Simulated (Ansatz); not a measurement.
Ionic part of the dielectric constant of CaF₂ at 7 GPa, mode by mode

Computed with DFT LDA, scalar-relativistic, plane waves, PAW (Ansatz 0.2.0). Cutoff 420 eV, 8×8×8 k-points (Γ-centred), fixed occupations. No spin polarisation. Phonons by linear response, acoustic sum rule imposed.

Symmetry: Fm-3m, No. 225, cubic system. Conventional cell: a = 5.220 Å, b = 5.220 Å, c = 5.220 Å, α = 90.00°, β = 90.00°, γ = 90.00°. Around Ca (site symmetry m-3m) lie 8 F at 2.26 Å. Around F (site symmetry -43m) lie 4 Ca at 2.26 Å.

At this pressure the crystal is close to a known change of phase.

The primitive cell has V = 35.56 Å³ and ε∞,yy = 2.413. Each polar mode adds Δε = (4.92064×10⁷/V)·S/ν² along y, with S its oscillator strength in e²/amu, ν in cm⁻¹ and V in Å³.

Problem. From these modes, find each Δε and ε0,yy.
| ν (cm⁻¹) | S_yy (e²/amu) |
| --- | --- |
| 321.2 | 0.2948 |

Solution.
| ν (cm⁻¹) | Δε |
| --- | --- |
| 321.2 | 3.95 |

The sum is 3.954, so ε0,yy = 6.37; the run's tensor has 6.37.

Problem. Where do the longitudinal modes lie for a wave vector along y?

Solution. At 522 cm⁻¹. The Lyddane–Sachs–Teller product Π(ν_LO/ν_TO)² = 2.64 matches ε0/ε∞ = 2.64.

Cost: 1 run of about 0.41 core-minutes, on Intel Xeon Platinum 8375C (Ice Lake) (shared hosts).

The lattice supplies most of the static dielectric response: the single infrared-active mode adds 3.95, against an ε∞,yy of 2.413. In fluorite this is the triply degenerate T1u vibration, with the Ca sublattice moving against both F sublattices, so cubic symmetry makes the result isotropic. Its oscillator strength implies a Ca Born charge somewhat above the formal ionic value, as expected for a strongly ionic solid with slight charge transfer into the empty Ca d states. The same large dipole drives the wide splitting between 321.2 and 522 cm⁻¹, since the macroscopic field stiffens only the longitudinal branch.

The electronic part is clearly larger than the refractive index of fluorite suggests, more than modest compression would explain; the likely cause is the LDA's tendency to overestimate electronic polarisability.

The transverse mode is stiff, so there is no sign of an incipient ferroelectric instability. That doesn't conflict with a nearby transition, because the change from fluorite to the cotunnite structure is reconstructive and first-order, and needs no soft polar mode at the zone centre.
